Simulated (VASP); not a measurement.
A VASP 6.6.1 relaxation on TePb

INCAR

```
NSW = 40
EDIFFG = -5E-3
ISIF = 3
GGA = CA
LCHARG = .FALSE.
NELM = 120
ENCUT = 600
NBANDS = 17
LASPH = .TRUE.
EDIFF = 1E-7
SIGMA = 0.02
LREAL = .FALSE.
LWAVE = .FALSE.
IBRION = 2
PREC = Accurate
ISMEAR = -1
```

KPOINTS

```
KPOINTS created by Atomic Simulation Environment
0
Gamma
6 6 6
0 0 0
```

POSCAR

```
Pb Te
 1.0000000000000000
     0.0000000000000000    3.6654227788881641    3.6654227788881641
     3.6654227788881641   -0.0000000000000000    3.6654227788881641
     3.6654227788881641    3.6654227788881641   -0.0000000000000000
 Pb  Te
   1   1
Cartesian
 -0.0000000000000000 -0.0000000000000000 -0.0000000000000000
  1.8327113894440821  1.8327113894440821  1.8327113894440821
```

The recommended LDA PAW datasets give the neutral cell 20 valence electrons.

Command

```
mpirun -np 1 vasp_std
```

Task: How does this run end, and what does it give?

Result: It converged. Results: relaxed cell vector lengths 5.043, 5.043, 5.043 Å; relaxed cell volume 90.67 Å³.

OSZICAR

```
N       E                     dE             d eps       ncg     rms          rms(c)
DAV:   1     0.156484944799E+03    0.15648E+03   -0.94322E+03   552   0.117E+03
DAV:   2     0.472757121147E+01   -0.15176E+03   -0.14719E+03   563   0.278E+02
DAV:   3    -0.790703754474E+01   -0.12635E+02   -0.12546E+02   718   0.892E+01
DAV:   4    -0.829220981563E+01   -0.38517E+00   -0.38442E+00   631   0.187E+01
DAV:   5    -0.830750924831E+01   -0.15299E-01   -0.15298E-01   765   0.330E+00    0.322E+00
DAV:   6    -0.809143686504E+01    0.21607E+00   -0.54396E-01   760   0.396E+00    0.202E+00
DAV:   7    -0.808002683300E+01    0.11410E-01   -0.94525E-02   598   0.119E+00    0.960E-01
DAV:   8    -0.807839714405E+01    0.16297E-02   -0.97786E-03   666   0.828E-01    0.157E-01
DAV:   9    -0.807823155272E+01    0.16559E-03   -0.25726E-03   708   0.321E-01    0.433E-02
DAV:  10    -0.807827399255E+01   -0.42440E-04   -0.27173E-04   588   0.883E-02    0.309E-02
...
   2 F= -.81315356E+01 E0= -.81315354E+01  d E =-.532276E-01
       N       E                     dE             d eps       ncg     rms          rms(c)
DAV:   1    -0.815577935503E+01   -0.24244E-01   -0.69893E-01   691   0.127E+01    0.817E-01
DAV:   2    -0.813596423183E+01    0.19815E-01   -0.39529E-02   689   0.305E+00    0.291E-01
DAV:   3    -0.813261472466E+01    0.33495E-02   -0.13729E-02   693   0.163E+00    0.536E-02
DAV:   4    -0.813261361257E+01    0.11121E-05   -0.25956E-04   566   0.129E-01    0.494E-02
DAV:   5    -0.813260591116E+01    0.77014E-05   -0.75615E-05   738   0.783E-02    0.105E-02
DAV:   6    -0.813260421258E+01    0.16986E-05   -0.10187E-05   719   0.500E-02    0.359E-03
DAV:   7    -0.813260424733E+01   -0.34750E-07   -0.32278E-07   561   0.377E-03
   3 F= -.81326042E+01 E0= -.81326042E+01  d E =-.542962E-01
```

Standard output (part)

```
POSCAR found type information on POSCAR PbTe
 POSCAR found :  2 types and       2 ions
 LDA part: xc-table for (Slater(with rela. corr.)+CA(PZ))
 , standard interpolation
 POSCAR, INCAR and KPOINTS ok, starting setup
 WAVECAR not read
 entering main loop
 curvature:   0.00 expect dE= 0.000E+00 dE for cont linesearch  0.000E+00
 search vector abs. value=  0.118E+00
 bond charge predicted
 trial-energy change:   -0.053228  1 .order   -0.050115   -0.117840    0.017611
 bond charge predicted
 curvature:  -0.43 expect dE=-0.224E-06 dE for cont linesearch -0.224E-06
 search vector abs. value=  0.522E-06
 reached required accuracy - stopping structural energy minimisation
```

| ionic step | ΔE (meV/atom) | volume (Å³) | largest force (eV/Å) | pressure (GPa) | electronic steps |
| --- | --- | --- | --- | --- | --- |
| 1 | 0.0 | 98.49 | 0.000 | -2.08 | 14 |
| 2 | -26.6 | 89.67 | 0.000 | 0.34 | 10 |
| 3 | -27.1 | 90.67 | 0.000 | 0.00 | 7 |

For comparison, a separate LDA relaxation on usual settings, not on those above, ends at 90.67 Å³.
